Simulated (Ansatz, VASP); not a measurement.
# LiCl in VASP and in Ansatz

Contents of POSCAR:

```
LiCl
1.0
    0.0000000000      2.5647700000      2.5647700000
    2.5647700000      0.0000000000      2.5647700000
    2.5647700000      2.5647700000      0.0000000000
Cl Li
1 1
Direct
    0.5000000000      0.5000000000      0.5000000000
    0.0000000000      0.0000000000      0.0000000000
```

File INCAR.step1:

```
SYSTEM = LiCl
PREC = Accurate ; ENCUT = 520
EDIFF = 1E-5 ; ISMEAR = 0
SIGMA = 0.01 ; LREAL = .FALSE.
LASPH = .TRUE. ; NELM = 80
ALGO = Normal ; ISIF = 2
LWAVE = .TRUE. ; LCHARG = .FALSE.
GGA = PE ; NBANDS = 12
```

The input INCAR.step2:

```
SYSTEM = LiCl
PREC = Accurate ; ENCUT = 520
EDIFF = 1E-6 ; ISMEAR = 0
SIGMA = 0.01 ; LREAL = .FALSE.
LASPH = .TRUE. ; NELM = 80
ALGO = Normal ; ISIF = 2
LWAVE = .FALSE. ; LCHARG = .FALSE.
METAGGA = R2SCAN ; LHFCALC = .TRUE.
AEXX = 0.25 ; LMIXTAU = .TRUE.
PRECFOCK = Normal ; ISTART = 1
NBANDS = 12
```

KPOINTS

```
regular mesh
0
G
  5 5 5
  0 0 0
```

File input.yaml:

```yaml
crystal:
  lattice:
    - [0.0, 2.56477, 2.56477]
    - [2.56477, 0.0, 2.56477]
    - [2.56477, 2.56477, 0.0]
  atoms:
    - { symbol: Cl, position: [0.5, 0.5, 0.5] }
    - { symbol: Li, position: [0.0, 0.0, 0.0] }
hamiltonian:
  xc: r2scan0
  pseudopotentials: { kind: nc, source: spms }
kpoints:
  mp_grid: { grid: [5, 5, 5] }
  band_path:
    path:
      - [[0.0, 0.0, 0.0], [0.5, 0.0, 0.5], [0.5, 0.25, 0.75], [0.375, 0.375, 0.75], [0.0, 0.0, 0.0], [0.5, 0.5, 0.5], [0.625, 0.25, 0.625], [0.5, 0.25, 0.75], [0.5, 0.5, 0.5], [0.375, 0.375, 0.75]]
      - [[0.625, 0.25, 0.625], [0.5, 0.0, 0.5]]
    npoints: 4
scf:
  occupations: { method: fixed }
  n_extra_bands: 6
output:
  forces: true
  stress: true
  eigenvalues: true
  fatbands: false
```

Alike in both runs: functional r2SCAN0; k mesh 5 × 5 × 5; no spin polarisation.

|  | VASP | Ansatz |
| --- | --- | --- |
| version | VASP 6.6.1 | Ansatz 0.2.0 |
| potentials or method | VASP PAW PBE potentials, release 64 (Cl, Li_sv) | SPMS NC |
| plane-wave cutoff (eV) | 520 | 707 |
| occupations | gaussian, width 0.01 eV | fixed |
| valence electrons in the cell | 10 | 10 |
| task | single point | band structure |

VASP gave:

* gap on the k mesh at the Fermi level (eV): 9.04
* least direct gap on the mesh (eV): 9.04

Problem. Estimate Ansatz's values.

Solution. gap on the k mesh at the Fermi level (eV): 9.00; least direct gap on the mesh (eV): 9.00.

Caveats: the k mesh is coarse (spacing up to 0.42 Å⁻¹), so the values aren't converged, least of all with exact exchange; an odd mesh through Γ misses points on the zone boundary, where band edges often lie (VASP); the meta-GGA runs on potentials made for a GGA (Ansatz).
